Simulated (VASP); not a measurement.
Input of a VASP 6.6.1 run:

INCAR

```
SYSTEM = Sb2Se5
PREC = Accurate
ENCUT = 520
EDIFF = 1E-7
ISMEAR = 0
SIGMA = 0.1
LREAL = .FALSE.
LASPH = .TRUE.
NELM = 120
ALGO = Normal
ISIF = 3
LWAVE = .FALSE.
LCHARG = .FALSE.
GGA = PE
IBRION = 2
NSW = 60
EDIFFG = -0.005
POTIM = 0.3
KPAR = 4
```

File KPOINTS:

```
Automatic mesh
0
G
  8 8 2
  0 0 0
```

File POSCAR:

```
Sb2Se5                                  
1.0
    3.9743690679     -0.0000000001      0.0000000000
   -1.9871845291      3.4419045778     -0.0000000000
    0.0000000000     -0.0000000000     15.7440586647
  Sb              Se            
     2     5
Direct
     0.6666666699999979    0.3333333300000021    0.8772053377098227
     0.3333333300000021    0.6666666699999979    0.1227946622901777
     0.0000000000000000    0.0000000000000000    0.4304264336963665
     0.0000000000000000    0.0000000000000000    0.5695735663036333
     0.3333333300000021    0.6666666699999979    0.7754597893906410
     0.6666666699999979    0.3333333300000021    0.2245402106093591
     0.0000000000000000    0.0000000000000000    0.0000000000000000
```

Potentials or basis: VASP PAW PBE potentials, release 64 (Sb, Se).

Launch:

```bash
$ cat potpaw_PBE.64/Sb/POTCAR potpaw_PBE.64/Se/POTCAR > POTCAR
$ mpirun -np 4 vasp_std > vasp.out
```

**Question.** What does it give for the relaxed cell?

**Answer.** a = 3.975 Å, b = 3.975 Å, c = 15.746 Å, α = 90.00°, β = 90.00°, γ = 120.00°.

**Question.** Predict the relaxed volume.

**Answer.** 30.78 Å³/atom.

**Question.** What does it give for the space group after relaxing (to 0.05 Å)?

**Answer.** P-3m1 (No. 164).

Final structure:
```yaml
crystal:
  lattice:
    - [3.97473, 0.00000, 0.00000]
    - [-1.98736, 3.44222, 0.00000]
    - [0.00000, 0.00000, 15.74556]
  atoms:
    - { symbol: Sb, position: [0.66667, 0.33333, 0.87723] }
    - { symbol: Sb, position: [0.33333, 0.66667, 0.12276] }
    - { symbol: Se, position: [0.00000, 0.00000, 0.43042] }
    - { symbol: Se, position: [0.00000, 0.00000, 0.56958] }
    - { symbol: Se, position: [0.33333, 0.66667, 0.77546] }
    - { symbol: Se, position: [0.66667, 0.33333, 0.22454] }
    - { symbol: Se, position: [0.00000, 0.00000, 0.00000] }
```

Caveat: this functional lacks dispersion, which binds the layers, so the pressure and a relaxed spacing across them are unreliable. Spin-orbit coupling is left out, which matters for the levels of Sb.
